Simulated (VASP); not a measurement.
Runs of VASP 6.6.1 on Ag. The structure is cubic, space group Fm-3m (No. 225). The conventional cell has a = 4.085 Å, b = 4.085 Å, c = 4.085 Å, α = 90.00°, β = 90.00°, γ = 90.00°. Ag (site symmetry m-3m) is surrounded by 12 Ag at 2.89 Å. 

| task | level | potentials or basis | cell | k mesh | cutoff (eV) | smearing | grid for exact exchange (PRECFOCK) | exchange at q = 0 | mesh quality | gap on the mesh (eV) | pressure (GPa) | relaxed volume (Å³/atom) |
| --- | --- | --- | --- | --- | --- | --- | --- | --- | --- | --- | --- | --- |
| relaxation of cell and atoms | revPBE | VASP PAW PBE potentials, release 64 (Ag) | relaxed | 11 × 11 × 11 | 600 | fermi-dirac 0.05 eV | - | - | not flagged | none | 0.0 | 18.37 |
| band structure | MS2 | VASP PAW PBE potentials, release 64 (Ag) | as given | 11 × 11 × 11 | 520 | fermi-dirac 0.05 eV | - | - | not flagged | - | -1.9 | - |
| relaxation of cell and atoms | PBEsol | VASP PAW PBE potentials, release 64 (Ag) | relaxed | 11 × 11 × 11 | 600 | fermi-dirac 0.05 eV | - | - | not flagged | none | 0.0 | (b) |
| relaxation of cell and atoms | B3LYP | VASP PAW PBE potentials, release 64 (Ag) | relaxed | 6 × 6 × 6 | 600 | fermi-dirac 0.05 eV | Fast | default | coarse | none | -0.1 | 19.28 |
| single point | PBE | VASP PAW PBE potentials, release 64 (Ag) | as given | 11 × 11 × 11 | 520 | gaussian 0.026 eV | - | - | not flagged | none | 4.1 | - |
| relaxation of cell and atoms | RPBE+D3 | VASP PAW PBE potentials, release 64 (Ag) | relaxed | 11 × 11 × 11 | 600 | fermi-dirac 0.05 eV | - | - | not flagged | none | -0.1 | 18.00 |
| relaxation of cell and atoms | PBE0 | VASP PAW PBE potentials, release 64 (Ag) | relaxed | 6 × 6 × 6 | 600 | fermi-dirac 0.05 eV | Fast | truncated | coarse | none | 0.0 | (c) |
| relaxation of cell and atoms | vdW-DF2 | VASP PAW PBE potentials, release 64 (Ag) | relaxed | 11 × 11 × 11 | 600 | fermi-dirac 0.05 eV | - | - | not flagged | none | 0.1 | 20.00 |
| single point | LDA | VASP PAW LDA potentials, release 64 (Ag_GW) | as given | 11 × 11 × 11 | 550 | gaussian 0.02 eV | - | - | not flagged | none | (a) | - |
| single point | PBE | VASP PAW PBE potentials, release 64 (Ag) | as given | 11 × 11 × 11 | 520 | gaussian 0.013 eV | - | - | not flagged | none | 4.1 | - |
| single point | PBE | VASP PAW PBE potentials, release 64 (Ag) | as given | 11 × 11 × 11 | 520 | gaussian 0.014 eV | - | - | not flagged | none | 4.1 | - |
| band structure | SCAN | VASP PAW PBE potentials, release 64 (Ag) | as given | 11 × 11 × 11 | 520 | fermi-dirac 0.05 eV | - | - | not flagged | - | -0.6 | - |

Alike in all rows: no spin polarisation.

Estimate the missing entries.

(a) -7.8; (b) 16.58; (c) 18.03.

Caveats: some runs use coarse meshes; the PAW data sets were made with another functional, which shifts forces and pressure a little (some runs); the volume moved by +13 % from the deposited cell, more than functionals usually miss (some runs); pairwise dispersion overbinds metals, which lowers pressure and volume (some runs); the volume moved by over 15 % at a fixed basis, so the end points are rough (some runs); the volume moved by +17 % from the deposited cell, more than functionals usually miss (some runs).

A k mesh can miss the band edges, and the runs leave out spin-orbit coupling on Ag.

A gap of «none» marks a metal or a gap under the smearing width.

Not every run made on this cell is shown here.
